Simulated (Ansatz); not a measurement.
# InSb3: a listed cell, distorted in several ways

Aim: see how energy, forces, stress and gap of InSb3 answer to further strains and shifts, swapped elements, distortions that keep the symmetry. Nothing is relaxed unless a step says so.

Program: Ansatz 0.2.0. Level of theory: DFT PBE, scalar-relativistic, plane waves, PAW. These are calculated values, not measurements.

1 further run of the same task is left out (it didn't finish).

## 1. The starting structure

It takes space group Fm-3m (No. 225, cubic). Conventional cell: a = 7.589 Å, b = 7.589 Å, c = 7.589 Å, α = 90.00°, β = 90.00°, γ = 90.00°. In (site symmetry m-3m) is surrounded by 8 Sb at 3.29 Å. Sb (site symmetry -43m) has 4 In at 3.29 Å and 4 Sb at 3.29 Å as nearest neighbours. Sb (site symmetry m-3m) has 8 Sb at 3.29 Å as nearest neighbours.

Structure file:

```cif
data_structure
_symmetry_space_group_name_H-M 'P 1'
_symmetry_Int_Tables_number 1
_cell_length_a 5.3663
_cell_length_b 5.3663
_cell_length_c 5.3663
_cell_angle_alpha 60.000
_cell_angle_beta 60.000
_cell_angle_gamma 60.000
_cell_volume 109.27
loop_
_atom_site_label
_atom_site_type_symbol
_atom_site_fract_x
_atom_site_fract_y
_atom_site_fract_z
_atom_site_occupancy
In1 In 0.00000 0.00000 0.00000 1
Sb1 Sb 0.25000 0.25000 0.25000 1
Sb2 Sb 0.75000 0.75000 0.75000 1
Sb3 Sb 0.50000 0.50000 0.50000 1
```

The structure comes from the Materials Project (structure only).

## 2. Substitution of an element, cell strained: Sb → As, first probe

The change: As takes all sites of Sb, and lengths are scaled by 0.936 as a first guess of the size; strain xx, yy, zz, yz, xz, xy = -2.4, -2.4, -2.4, +0.0, +0.0, +0.0 %.

input.yaml

```yaml
crystal:
  lattice:
    - [0.0, 3.4640910064, 3.4640910064]
    - [3.4640910064, 0.0, 3.4640910064]
    - [3.4640910064, 3.4640910064, 0.0]
  atoms:
    - { symbol: In, position: [0.0, 0.0, 0.0] }
    - { symbol: As, position: [0.25, 0.25, 0.25] }
    - { symbol: As, position: [0.75, 0.75, 0.75] }
    - { symbol: As, position: [0.5, 0.5, 0.5] }
basis:
  ecutwfc: 420
kpoints:
  mp_grid: { grid: [4, 4, 4] }
hamiltonian:
  xc: pbe
scf:
  occupations: { method: gaussian, width: 0.1 }
output:
  forces: true
  stress: true
  eigenvalues: true
```

Launch:

```sh
ansatz run input.yaml --threads 1 --pin off --max-ram 1331MiB --backend cpu --events-out ev --progress --plain --runs-dir out
```

## 3. One element swapped, cell strained: Sb → As

Edit input.yaml of step 2 so:

```diff
@@ -13,3 +13,3 @@
 kpoints:
-  mp_grid: { grid: [4, 4, 4] }
+  mp_grid: { grid: [10, 10, 10] }
 hamiltonian:
@@ -22 +22,2 @@
   eigenvalues: true
+  populations: true
```

## 4. A change within a subgroup

input.yaml

```yaml
crystal:
  lattice:
    - [0.3035644, 3.5161864452, 3.5161864452]
    - [3.8197508452, 0.0, 3.8197508452]
    - [3.8197508452, 3.8197508452, 0.0]
  atoms:
    - { symbol: In, position: [0.0, 0.0, 0.0] }
    - { symbol: Sb, position: [0.2984145653, 0.2338618116, 0.2338618116] }
    - { symbol: Sb, position: [0.7015854347, 0.7661381884, 0.7661381884] }
    - { symbol: Sb, position: [0.5, 0.5, 0.5] }
basis:
  ecutwfc: 420
kpoints:
  mp_grid: { grid: [10, 9, 9] }
hamiltonian:
  xc: pbe
scf:
  occupations: { method: gaussian, width: 0.1 }
output:
  forces: true
  stress: true
  eigenvalues: true
```

## 5. A change within the space group

input.yaml

```yaml
crystal:
  lattice:
    - [0.0, 3.8975771682, 3.8975771682]
    - [3.8975771682, 0.0, 3.8975771682]
    - [3.8975771682, 3.8975771682, 0.0]
  atoms:
    - { symbol: In, position: [0.0, 0.0, 0.0] }
    - { symbol: Sb, position: [0.25, 0.25, 0.25] }
    - { symbol: Sb, position: [0.75, 0.75, 0.75] }
    - { symbol: Sb, position: [0.5, 0.5, 0.5] }
basis:
  ecutwfc: 420
kpoints:
  mp_grid: { grid: [10, 10, 10] }
hamiltonian:
  xc: pbe
scf:
  occupations: { method: gaussian, width: 0.1 }
output:
  forces: true
  stress: true
  eigenvalues: true
```

## 6. A distortion that keeps the symmetry

Edit input.yaml of step 5 so:

```diff
@@ -2,5 +2,5 @@
   lattice:
-    - [0.0, 3.8975771682, 3.8975771682]
-    - [3.8975771682, 0.0, 3.8975771682]
-    - [3.8975771682, 3.8975771682, 0.0]
+    - [0.0, 3.9001574656, 3.9001574656]
+    - [3.9001574656, 0.0, 3.9001574656]
+    - [3.9001574656, 3.9001574656, 0.0]
   atoms:
```

## 7. Substitution of an element, cell strained: Sb → As, first probe

input.yaml

```yaml
crystal:
  lattice:
    - [0.0, 3.6292100151, 3.6292100151]
    - [3.6292100151, 0.0, 3.6292100151]
    - [3.6292100151, 3.6292100151, 0.0]
  atoms:
    - { symbol: In, position: [0.0, 0.0, 0.0] }
    - { symbol: As, position: [0.25, 0.25, 0.25] }
    - { symbol: As, position: [0.75, 0.75, 0.75] }
    - { symbol: As, position: [0.5, 0.5, 0.5] }
basis:
  ecutwfc: 420
kpoints:
  mp_grid: { grid: [4, 4, 4] }
hamiltonian:
  xc: pbe
scf:
  occupations: { method: gaussian, width: 0.1 }
output:
  forces: true
  stress: true
  eigenvalues: true
```

## 8. One element swapped, cell strained: Sb → As

Edit input.yaml of step 7 so:

```diff
@@ -13,3 +13,3 @@
 kpoints:
-  mp_grid: { grid: [4, 4, 4] }
+  mp_grid: { grid: [10, 10, 10] }
 hamiltonian:
```

What does the calculation give? Wanted: for each run, case; energy; pressure; largest force.

As calculated:

| step | case | energy (meV/atom) | pressure (GPa) | largest force (eV/Å) | gap on the mesh (eV) |
| --- | --- | --- | --- | --- | --- |
| 3 | one element swapped, cell strained: Sb → As | n/a | 0.1 | 0.00 | 0.00 |
| 4 | a change within a subgroup | +0.0 | 10.0 | 1.36 | 0.00 |
| 5 | a change within the space group | -153.1* | -3.5 | 0.00 | 0.00 |
| 6 | a distortion that keeps the symmetry | -151.8* | -3.6 | 0.00 | 0.00 |
| 8 | one element swapped, cell strained: Sb → As | n/a | -7.0 | 0.00 | 0.00 |

Energies are counted from step 4, with the smearing taken to zero; a star marks another k mesh, which can shift energies by itself, so starred rows don't rank against the others. Other atoms or functionals have another zero of energy (n/a). A gap of 0.00 means none on the mesh at this level.

Among the distorted cells of the listed formula and level the largest force, 1.36 eV/Å, comes in step 4, shared by 2 atoms. The distorted cells of the listed formula and level show no gap on the mesh. Spin-orbit coupling is left out for Sb.
